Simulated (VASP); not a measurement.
# MnO₂: DFT+U with U raised in steps, by symmetry

MnO₂, P4_2/mnm (no. 136), 6 atoms in the cell. LDA, DFT+U, U raised in steps; PAW potentials Mn_pv, O (LDA set).

| Symmetry (ISYM) | U at once less U in steps (meV/atom) | Gap with U at once (eV) | Time (s) |
|---|---|---|---|
| 0 | 0.0 | 0.20 | 288 |
| 2 | 0.0 | 0.20 | 89 |

## Input of the first row

INCAR.step1:
```
ALGO     = Normal         # electronic algorithm
AMIX     = 0.2          
AMIX_MAG = 0.8          
BMIX     = 1E-4         
BMIX_MAG = 1E-4         
EDIFF    = 1E-6           # SCF threshold, eV
ENCUT    = 520            # plane-wave cutoff, eV
GGA      = CA             # functional
ISMEAR   = 0              # smearing method
ISPIN    = 2              # spin polarisation
ISYM     = 0            
LASPH    = T              # aspherical terms in the spheres
LCHARG   = T              # write CHGCAR
LDAU     = T              # DFT+U
LDAUJ    = 0 0          
LDAUL    = 2 -1           # shell
LDAUPRINT= 1            
LDAUTYPE = 2            
LDAUU    = 0 0            # U, eV
LMAXMIX  = 4              # l up to which the mixer works
LORBIT   = 11             # projections on sites
LREAL    = F              # projectors in reciprocal space
LWAVE    = T              # write WAVECAR
MAGMOM   = 5 -5 0 0 0 0   # initial moments
NELM     = 200            # most SCF steps
PREC     = Accurate       # precision mode
SIGMA    = 0.05           # smearing width, eV
VOSKOWN  = 1             
```

INCAR.step2, as INCAR.step1 but for:
```
- LDAUU = 0 0
+ ICHARG = 1
+ ISTART = 1
+ LDAUU = 1 0
```

INCAR.step3, as INCAR.step2 but for:
```
- LDAUU = 1 0
+ LDAUU = 2 0
```

INCAR.step4 to INCAR.step5 change the same tag again: LDAUU = 3 0, 4 0.

INCAR.step6, as INCAR.step5 but for:
```
- ICHARG = 1
- ISTART = 1
- LCHARG = T
- LWAVE = T
+ LCHARG = F
+ LWAVE = F
```

KPOINTS:
```
k-points
0
Gamma
  5 5 7
```

POSCAR:
```
MnO2
1.0
    4.4004184607      0.0000000000      0.0000000000
    0.0000000000      4.4004184607      0.0000000000
    0.0000000000      0.0000000000      2.8670779400
Mn O
2 4
Direct
    0.5000000000      0.5000000000      0.5000000000
    0.0000000000      0.0000000000      0.0000000000
    0.8049161500      0.1950838500      0.5000000000
    0.6950838500      0.6950838500      0.0000000000
    0.1950838500      0.8049161500      0.5000000000
    0.3049161500      0.3049161500      0.0000000000
```

Commands (each step's output is kept before the next begins):
```
cat potpaw_LDA.64/Mn_pv/POTCAR potpaw_LDA.64/O/POTCAR > POTCAR
cp INCAR.step1 INCAR
mpirun -np 4 vasp_std > vasp.out
cp INCAR.step2 INCAR
mpirun -np 4 vasp_std > vasp.out
cp INCAR.step3 INCAR
mpirun -np 4 vasp_std > vasp.out
cp INCAR.step4 INCAR
mpirun -np 4 vasp_std > vasp.out
cp INCAR.step5 INCAR
mpirun -np 4 vasp_std > vasp.out
rm WAVECAR CHGCAR CHG
cp INCAR.step6 INCAR
mpirun -np 4 vasp_std > vasp.out
```

Changes of the last row against the first:
```
(all steps)
- ISYM = 0
+ ISYM = 2
```

VASP 6.6.1 took 288 s on 4 cores (Intel Xeon Platinum 8375C @ 2.90GHz (Ice Lake)), a shared host.
